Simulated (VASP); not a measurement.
Wanted: the native input for a VASP 6.6.1 run.

* Task: single point
* Functional: PBE
* Potentials or basis: VASP PAW PBE potentials, release 64 (Pb_d, Se)
* Cutoff: 520 eV
* k mesh: 3 × 3 × 1
* Occupations: methfessel-paxton, width 0.1 eV
* Spin: no spin polarisation
* Dipole correction: yes
* Further INCAR settings: ALGO = Normal; EDIFF = 1e-07; NBANDS = 39

The structure of PbSe (Clausthalite) lies in POSCAR:

```
PbSe
1.0
    4.3284127397      0.0000000000      0.0000000000
    0.0000000000      4.3284127397      0.0000000000
    0.0000000000      0.0000000000     22.1213000000
Pb Se
3 3
Direct
    0.0000000000      0.0000000000      0.3616423990
    0.5000000000      0.5000000000      0.5000000000
    0.0000000000      0.0000000000      0.6383576010
    0.5000000000      0.5000000000      0.3616423990
    0.0000000000      0.0000000000      0.5000000000
    0.5000000000      0.5000000000      0.6383576010
```

The input as run:

INCAR

```
PREC = Accurate
ENCUT = 520
EDIFF = 1E-7
ISMEAR = 1
SIGMA = 0.1
LREAL = False
LASPH = True
NELM = 100
ALGO = Normal
ISIF = 2
LWAVE = False
LCHARG = True
LDIPOL = True
IDIPOL = 3
DIPOL = 0.5 0.5 0.500
GGA = PE
LELF = True
LVHAR = True
LVACPOTAV = True
NBANDS = 39
```

KPOINTS

```
regular mesh
0
Gamma
  3 3 1
```

Potentials or basis: VASP PAW PBE potentials, release 64 (Pb_d, Se).

Command:

```bash
$ cat potpaw_PBE.64/Pb_d/POTCAR potpaw_PBE.64/Se/POTCAR > POTCAR
$ mpirun -np 1 vasp_std > vasp.out
```

It gave:

```
Largest force                          : 0.199 eV/Å
Band gap on the k mesh                 : 1.60 eV, direct
Ionisation potential of the upper face : 4.72 eV
```

Caveat: the k mesh is coarse (spacing up to 0.48 Å⁻¹), so the values aren't converged; spin-orbit coupling is left out, which as a rule narrows the gap of such compounds by several tenths of an eV.

Wall time 120 s on 1 thread of Intel(R) Xeon(R) Platinum 8559C (Emerald Rapids), with other jobs on the host, peak memory 0.43 GiB.
